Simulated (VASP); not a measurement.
VASP 6.6.1 run: ZnS

INCAR

```
ISIF = 2
EDIFF = 1E-7
ENCUT = 520
PREC = Accurate
LREAL = .FALSE.
ISMEAR = -1
NSW = 0
LCHARG = .FALSE.
SIGMA = 0.02
LWAVE = .FALSE.
GGA = PE
NBANDS = 16
NELM = 120
LASPH = .TRUE.
NELECT = 18.02
IBRION = -1
```

KPOINTS

```
KPOINTS created by Atomic Simulation Environment
0
Gamma
10 10 10
0 0 0
```

POSCAR

```
Zn S
 1.0000000000000000
     0.0000000000000000    2.6940858343000000    2.7730225492999998
     2.6940858343000000    0.0000000000000000    2.7730225492999998
     2.6940858343000000    2.6940858343000000    0.0000000000000000
 Zn  S
   1   1
Cartesian
  0.0000000000000000  0.0000000000000000  0.0000000000000000
  1.3470429171500000  1.3470429171500000  1.3865112746499997
```

The recommended PBE PAW datasets give the neutral cell 18 valence electrons.

Command

```
mpirun -np 1 vasp_std
```

OSZICAR

```
N       E                     dE             d eps       ncg     rms          rms(c)
DAV:   1     0.884157123297E+02    0.88416E+02   -0.88974E+03  3272   0.134E+03
DAV:   2    -0.145607770324E+01   -0.89872E+02   -0.84118E+02  3744   0.257E+02
DAV:   3    -0.713335657648E+01   -0.56773E+01   -0.56555E+01  4128   0.632E+01
DAV:   4    -0.719266137362E+01   -0.59305E-01   -0.59294E-01  4024   0.676E+00
DAV:   5    -0.719338813676E+01   -0.72676E-03   -0.72675E-03  4208   0.710E-01    0.692E+00
DAV:   6    -0.677924350187E+01    0.41414E+00   -0.74149E-01  4968   0.295E+01    0.535E+00
DAV:   7    -0.675976690988E+01    0.19477E-01   -0.24598E-01  3992   0.438E+00    0.269E+00
DAV:   8    -0.675895933112E+01    0.80758E-03   -0.49073E-03  4256   0.799E-01    0.677E-01
DAV:   9    -0.675918139415E+01   -0.22206E-03   -0.11534E-03  4048   0.270E-01    0.959E-02
DAV:  10    -0.675934410982E+01   -0.16272E-03   -0.21544E-04  4104   0.132E-01    0.501E-02
DAV:  11    -0.675933685315E+01    0.72567E-05   -0.32528E-05  3768   0.796E-02    0.745E-03
DAV:  12    -0.675933770996E+01   -0.85680E-06   -0.43097E-06  4672   0.221E-02    0.471E-03
DAV:  13    -0.675933766195E+01    0.48007E-07   -0.86687E-07  4120   0.857E-03
   1 F= -.67593377E+01 E0= -.67592879E+01  d E =-.995801E-04
```

From OUTCAR

```
k-points           NKPTS =    102   k-points in BZ     NKDIM =    102   number of bands    NBANDS=     16

   NELECT =      18.0200    total number of electrons

   dimension x,y,z NGX =    30 NGY =   30 NGZ =   28
   dimension x,y,z NGXF=    60 NGYF=   60 NGZF=   56

  energy-cutoff  :      520.00
  volume of cell :       40.25
      direct lattice vectors                 reciprocal lattice vectors
     0.000000000  2.694085834  2.773022549    -0.185591711  0.185591711  0.180308667
     2.694085834  0.000000000  2.773022549     0.185591711 -0.185591711  0.180308667
     2.694085834  2.694085834  0.000000000     0.185591711  0.185591711 -0.180308667

 k-points in reciprocal lattice and weights: KPOINTS created by Atomic Simulation Env
   0.00000000  0.00000000  0.00000000       0.001
   0.10000000 -0.00000000  0.00000000       0.008
   0.20000000 -0.00000000  0.00000000       0.008
   0.30000000  0.00000000  0.00000000       0.008
   0.40000000  0.00000000  0.00000000       0.008
   0.50000000  0.00000000  0.00000000       0.004
   0.10000000  0.10000000  0.00000000       0.002
   0.20000000  0.10000000  0.00000000       0.008
   ...

 E-fermi :   4.7526

 k-point     1 :       0.0000    0.0000    0.0000
  band No.  band energies     occupation
      1     -11.0811      2.00000
      2      -4.3498      2.00000
      3      -4.3325      2.00000
      4      -4.3325      2.00000
      5      -3.8685      2.00000
      6      -3.8611      2.00000
      7       1.8504      2.00000
      8       1.9556      2.00000
      9       1.9556      2.00000
     10       3.9327      2.00000
     11       8.3285      0.00000
     12       8.3289      0.00000
     13       8.3289      0.00000
     14      13.3637      0.00000
     15      13.6961      0.00000
     16      13.8942      0.00000

 k-point     2 :       0.1000   -0.0000    0.0000
  band No.  band energies     occupation
      1     -11.0080      2.00000
      2      -4.3430      2.00000
      3      -4.3257      2.00000
      4      -4.3189      2.00000
      5      -3.8691      2.00000
      6      -3.8629      2.00000
      7       1.1324      2.00000
      8       1.7894      2.00000
      9       1.8668      2.00000
     10       4.5488      1.99992
     11       8.2198      0.00000
     12       8.4972      0.00000
     13       8.5004      0.00000
     14      12.9903      0.00000
     15      13.4191      0.00000
     16      14.2575      0.00000

 k-point     3 :       0.2000   -0.0000    0.0000
  band No.  band energies     occupation
      1     -10.8066      2.00000
      2      -4.3210      2.00000
      3      -4.2965      2.00000
      4      -4.2852      2.00000
      5      -3.8671      2.00000
      6      -3.8646      2.00000
      7      -0.1983      2.00000
      8       1.5479      2.00000
      9       1.6509      2.00000
     10       5.2135      0.00000
     11       8.3970      0.00000
     12       8.8191      0.00000
     13       8.8598      0.00000
     14      12.6640      0.00000
     15      12.9275      0.00000
     16      14.3865      0.00000

 ...

  Total        0.4354519      0.4354519      0.1319558      0.0000000      0.0000000      0.0000000
  in kB       17.3318341     17.3318341      5.2520977      0.0000000      0.0000000      0.0000000
  external PRESSURE =      13.3052553 kB  Pullay stress =       0.0000000 kB

 POSITION                                       TOTAL-FORCE (eV/Angst)
 -----------------------------------------------------------------------------------
      0.00000      0.00000      0.00000         0.000000      0.000000      0.000000
      1.34704      1.34704      1.38651        -0.000000     -0.000000     -0.000000
 -----------------------------------------------------------------------------------
    total drift:                                0.000006      0.000006      0.000017

  FREE ENERGIE OF THE ION-ELECTRON SYSTEM (eV)
  ---------------------------------------------------
  free  energy   TOTEN  =        -6.7593376619 eV

  energy  without entropy=       -6.7592380819  energy(sigma->0) =       -6.75928787
```

It converged. Results: pressure 1.3 GPa.

The cell is charged and sits in a uniform background.

For comparison, a separate PBE run of the intended cell, on usual settings and not on those above, gives a gap of 1.99 eV on its mesh and a pressure of 0.3 GPa.

The run above took about 27 s on one core of a shared host (Intel Xeon 6975P-C) and held 0.2 GiB at most.
